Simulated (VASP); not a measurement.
# BaTiO3 (Pm-3m) in VASP: further runs

The runs below take BaTiO3 through single point, with PBEsol, r2SCAN.

Program: VASP 6.6.1. These are calculated values, not measurements. Logs are shortened: lines on timing, memory, paths and dates and some standing lists are left out, and cuts for length are marked.

### 1 The crystal as given

Symmetry: Pm-3m, No. 221, cubic system. The conventional cell has a = 3.983 Å, b = 3.983 Å, c = 3.983 Å, α = 90.00°, β = 90.00°, γ = 90.00°. Ba (site symmetry m-3m) is surrounded by 12 O at 2.82 Å. Ti (site symmetry m-3m) is surrounded by 6 O at 1.99 Å. Around O (site symmetry 4/mmm) lie 2 Ti at 1.99 Å.

### 2 Single point, PBEsol

INCAR

```
PREC     = Accurate       # precision mode
ENCUT    = 900            # plane-wave cutoff, eV
EDIFF    = 1E-7           # SCF threshold, eV
ISMEAR   = 0              # smearing method
SIGMA    = 0.02           # smearing width, eV
LREAL    = F              # projectors in reciprocal space
LASPH    = T              # aspherical terms in the spheres
NELM     = 100            # most SCF steps
ALGO     = Fast           # electronic algorithm
ISIF     = 2              # what is computed and relaxed
LWAVE    = F              # write WAVECAR
LCHARG   = T              # write CHGCAR
GGA      = PS             # functional
LELF     = T              # ELF
LVHAR    = T            
NBANDS   = 28             # bands
```

KPOINTS

```
regular mesh
0
Gamma
  8 8 8
```

POSCAR

```
BaTiO3
1.0
    3.9832200000      0.0000000000      0.0000000000
    0.0000000000      3.9832200000      0.0000000000
    0.0000000000      0.0000000000      3.9832200000
Ba Ti O
1 1 3
Direct
    0.0000000000      0.0000000000      0.0000000000
    0.5000000000      0.5000000000      0.5000000000
    0.5000000000      0.5000000000      0.0000000000
    0.0000000000      0.5000000000      0.5000000000
    0.5000000000      0.0000000000      0.5000000000
```

Potentials or basis: VASP PAW PBE potentials, release 64 (Ba_sv, Ti_sv, O_h).

On the command line:

```
$ cat potpaw_PBE.64/Ba_sv/POTCAR potpaw_PBE.64/Ti_sv/POTCAR potpaw_PBE.64/O_h/POTCAR > POTCAR
$ mpirun -np 1 vasp_std > vasp.out
```

OUTCAR:

```text
PREC = Accurate
   ENCUT = 900
   EDIFF = 1E-7
   ISMEAR = 0
   LREAL = F
   LASPH = T
   NELM = 100
   ISIF = 2
   GGA = PS

 ion  position               nearest neighbor table
   1  0.000  0.000  0.000-   3 2.82   4 2.82   5 2.82   4 2.82   5 2.82   3 2.82   4 2.82   4 2.82
                             3 2.82   5 2.82   5 2.82   3 2.82   2 3.45   2 3.45   2 3.45   2 3.45
   2  0.500  0.500  0.500-   3 1.99   4 1.99   5 1.99   3 1.99   5 1.99   4 1.99   1 3.45   1 3.45
                             1 3.45   1 3.45   1 3.45   1 3.45   1 3.45   1 3.45
   3  0.500  0.500  0.000-   2 1.99   2 1.99   1 2.82   1 2.82   1 2.82   1 2.82
   4  0.000  0.500  0.500-   2 1.99   2 1.99   1 2.82   1 2.82   1 2.82   1 2.82
   5  0.500  0.000  0.500-   2 1.99   2 1.99   1 2.82   1 2.82   1 2.82   1 2.82

  LATTYP: Found a simple cubic cell.
 ALAT       =     3.9832200000

  Lattice vectors:

 A1 = (   3.9832200000,   0.0000000000,   0.0000000000)
 A2 = (   0.0000000000,   3.9832200000,   0.0000000000)
 A3 = (   0.0000000000,   0.0000000000,   3.9832200000)

Analysis of symmetry for initial positions (statically):
=====================================================================
 Subroutine PRICEL returns:
 Original cell was already a primitive cell.

 Routine SETGRP: Setting up the symmetry group for a
 simple cubic supercell.

 Subroutine GETGRP returns: Found 48 space group operations
 (whereof 48 operations were pure point group operations)
 out of a pool of 48 trial point group operations.

The static configuration has the point symmetry O_h .

Analysis of symmetry for dynamics (positions and initial velocities):
=====================================================================
 Subroutine PRICEL returns:
 Original cell was already a primitive cell.

 Routine SETGRP: Setting up the symmetry group for a
 simple cubic supercell.

 Subroutine GETGRP returns: Found 48 space group operations
 (whereof 48 operations were pure point group operations)
 out of a pool of 48 trial point group operations.

The dynamic configuration has the point symmetry O_h .

 Subroutine INISYM returns: Found 48 space group operations
 (whereof 48 operations are pure point group operations),
 and found     1 'primitive' translations

----------------------------------------------------------------------------------------

                                     Primitive cell

  volume of cell :      63.1979

  direct lattice vectors                    reciprocal lattice vectors
     3.983220000  0.000000000  0.000000000     0.251053168  0.000000000  0.000000000
     0.000000000  3.983220000  0.000000000     0.000000000  0.251053168  0.000000000
[... 99 lines left out ...]
   POTIM  = 0.5000    time-step for ionic-motion
   TEBEG  =    0.0;   TEEND  =   0.0 temperature during run
   PSTRESS=    0.0 pullay stress
   NELECT =      40.0000    total number of electrons
   NUPDOWN=      -1.0000    fix difference up-down
   EMIN   =  10.00;   EMAX   =-10.00  energy-range for DOS
   EFERMI =   0.00;   METHOD = LEGACY
   ISMEAR =     0;   SIGMA  =   0.02  broadening in eV -4-tet -1-fermi 0-gaus
   EFERMI_NEDOS =   21; number of points for ismear=-14 and -15
   IALGO  =     68    algorithm
   IMIX   =      4    mixing-type and parameters
     AMIX     =   0.40;   BMIX     =  1.00
     AMIX_MAG =   1.60;   BMIX_MAG =  1.00
  volume/ion in A,a.u.               =      12.64        85.30
  Fermi-wavevector in a.u.,A,eV,Ry     =   1.405596  2.656191 26.881035  1.975700
  Thomas-Fermi vector in A             =   2.528041
   LORBIT       =      0    0 simple, 1 ext, 2 COOP (PROOUT), +10 PAW based schemes
   GGA     = PS    functional components
   LHFCALC =     F    Hartree Fock is set to
   AEXX    =    0.0000 exact exchange contribution
   IVDW    =     0    specifies the selected vdW correction
   LEPSILON=     F    determine dielectric tensor
   LRPA    =     F    only Hartree local field effects (RPA)
 non-spin polarized calculation
 RMM-DIIS sequential band-by-band and
 Gauss-broadening in eV      SIGMA  =   0.02
  energy-cutoff  :      900.00
  volume of cell :       63.20
 maximum number of plane-waves:      3912
 NGX is ok and might be reduce to    40
   NGX = 19   NGY = 19   NGZ = 19

 number of electron      40.0000010 magnetization

 Free energy of the ion-electron system (eV)
  ---------------------------------------------------
  ext. energy  EPLUGINS =         0.00000000
  ---------------------------------------------------
  free energy    TOTEN  =       -42.00220490 eV

  energy without entropy =      -42.00220490  energy(sigma->0) =      -42.00220490

 E-fermi :   4.3769     XC(G=0): -11.5988

 val. band max:        4.1648106078   @ k =   0.5000   0.5000   0.5000
 cond. band min:       5.8959224603   @ k =   0.0000   0.0000   0.0000
 fundamental gap:      1.7311118525
 Fermi energy:         4.3769160133

 k-point     1 :       0.0000    0.0000    0.0000
  band No.  band energies     occupation
      1     -52.1407      2.00000
      2     -28.4728      2.00000
      3     -28.4728      2.00000
      4     -28.4728      2.00000
      5     -20.5583      2.00000
      6     -12.6811      2.00000
[... 733 lines left out ...]
     27      13.2280      0.00000
     28      13.5201      0.00000

 [... further k-points ...]

------------------------ aborting loop because EDIFF is reached ----------------------------------------

  FORCE on cell =-STRESS in cart. coord.  units (eV):
  Direction    XX          YY          ZZ          XY          YZ          ZX
  --------------------------------------------------------------------------------------
  -------------------------------------------------------------------------------------
  Total       -0.1174495     -0.1174495     -0.1174495      0.0000000      0.0000000      0.0000000
  in kB       -2.9775490     -2.9775490     -2.9775490      0.0000000      0.0000000      0.0000000
  external PRESSURE =      -2.9775490 kB  Pullay stress =       0.0000000 kB

 VOLUME and BASIS-vectors are now :
 -----------------------------------------------------------------------------
  energy-cutoff  :      900.00
  volume of cell :       63.20
      direct lattice vectors                 reciprocal lattice vectors
     3.983220000  0.000000000  0.000000000     0.251053168  0.000000000  0.000000000
     0.000000000  3.983220000  0.000000000     0.000000000  0.251053168  0.000000000
     0.000000000  0.000000000  3.983220000     0.000000000  0.000000000  0.251053168

 POSITION                                       TOTAL-FORCE (eV/Angst)
 -----------------------------------------------------------------------------------
      0.00000      0.00000      0.00000         0.000000      0.000000      0.000000
      1.99161      1.99161      1.99161         0.000000      0.000000      0.000000
      1.99161      1.99161      0.00000         0.000000      0.000000      0.000000
      0.00000      1.99161      1.99161         0.000000      0.000000      0.000000
      1.99161      0.00000      1.99161         0.000000      0.000000      0.000000
 -----------------------------------------------------------------------------------
    total drift:                                0.000000      0.000000     -0.000000

  FREE ENERGIE OF THE ION-ELECTRON SYSTEM (eV)
  ---------------------------------------------------
  free  energy   TOTEN  =       -42.0022049006 eV

  energy  without entropy=      -42.0022049006  energy(sigma->0) =      -42.00220490
```

stdout:

```text
POSCAR found type information on POSCAR BaTiO
[... 42 lines left out ...]
 num prob  num prob  num prob  num prob  num prob  num prob  num prob  num prob  num prob  num prob  num prob  num prob  num prob  num prob  num prob  num prob  num prob  num prob  num prob  num prob  num prob  num prob  nu
```

Wall time 8.3 min (1 thread of Intel Xeon Platinum 8488C (Sapphire Rapids), shared host); peak memory 0.35 GiB.

What came out:

| Quantity | Value |
| --- | --- |
| Free energy | -42.0022 eV |
| Pressure | -0.3 GPa |
| Band gap on the k mesh | 1.73 eV, indirect (least direct gap 1.86 eV) |

Levels at points of the mesh, in eV from the valence-band top:
| k point | band 18 | band 19 | band 20 | band 21 | band 22 | band 23 |
| --- | --- | --- | --- | --- | --- | --- |
| (0.00, 0.00, 0.00) | -0.13 | -0.13 | -0.13 | 1.73 | 1.73 | 1.73 |
| (0.50, 0.00, 0.00) | -1.87 | -0.72 | -0.72 | 1.90 | 3.56 | 3.56 |
| (0.50, 0.50, 0.00) | -0.87 | -0.87 | -0.09 | 3.57 | 3.57 | 4.04 |
| (0.50, 0.50, 0.50) | 0.00 | 0.00 | 0.00 | 4.27 | 4.27 | 4.27 |

Caveat: the cutoff is under 1.25 times the usual one of these potentials, so pressure, stress and relaxed cells hold a basis-set (Pulay) error; the PAW data sets were made with another functional, which shifts forces and pressure a little; spin-orbit coupling is left out, which moves the levels of the heavy elements. A k mesh can miss the band edges.

### 3 Single point, r2SCAN

INCAR

```
PREC     = Accurate       # precision mode
ENCUT    = 520            # plane-wave cutoff, eV
EDIFF    = 1E-7           # SCF threshold, eV
ISMEAR   = 0              # smearing method
SIGMA    = 0.02           # smearing width, eV
LREAL    = F              # projectors in reciprocal space
LASPH    = T              # aspherical terms in the spheres
NELM     = 100            # most SCF steps
ALGO     = Normal         # electronic algorithm
ISIF     = 2              # what is computed and relaxed
LWAVE    = F              # write WAVECAR
LCHARG   = T              # write CHGCAR
METAGGA  = R2SCAN         # meta-GGA
LMIXTAU  = T            
LELF     = T              # ELF
LVHAR    = T            
NBANDS   = 28             # bands
```

KPOINTS is that of step 2.

POSCAR is that of step 2.

Potentials or basis: VASP PAW PBE potentials, release 64 (Ba_sv, Ti_sv, O).

On the command line:

```
$ cat potpaw_PBE.64/Ba_sv/POTCAR potpaw_PBE.64/Ti_sv/POTCAR potpaw_PBE.64/O/POTCAR > POTCAR
$ mpirun -np 1 vasp_std > vasp.out
```

Run time: 3.4 min. Hardware: 1 thread of Intel Xeon Platinum 8488C (Sapphire Rapids), shared host; peak memory 0.21 GiB.

It converged, with:

```
Free energy            : -74.2210 eV
Pressure               : 3.6 GPa
Band gap on the k mesh : 2.17 eV, indirect (least direct gap 2.31 eV)
```

Levels at points of the mesh, in eV from the valence-band top:
| k point | band 17 | band 18 | band 19 | band 20 | band 21 | band 22 | band 23 | band 24 |
| --- | --- | --- | --- | --- | --- | --- | --- | --- |
| (0.00, 0.00, 0.00) | -1.15 | -0.14 | -0.14 | -0.14 | 2.17 | 2.17 | 2.17 | 4.27 |
| (0.50, 0.00, 0.00) | -1.84 | -1.84 | -0.75 | -0.75 | 2.33 | 3.93 | 3.93 | 4.28 |
| (0.50, 0.50, 0.00) | -1.78 | -0.88 | -0.88 | -0.09 | 3.94 | 3.94 | 4.39 | 5.21 |
| (0.50, 0.50, 0.50) | -2.41 | 0.00 | 0.00 | 0.00 | 4.64 | 4.64 | 4.64 | 7.48 |

Caveat: the PAW data sets were made with another functional, which shifts forces and pressure a little; spin-orbit coupling is left out, which moves the levels of the heavy elements. r2SCAN opens gaps a little over a GGA but as a rule still falls short of measured ones.
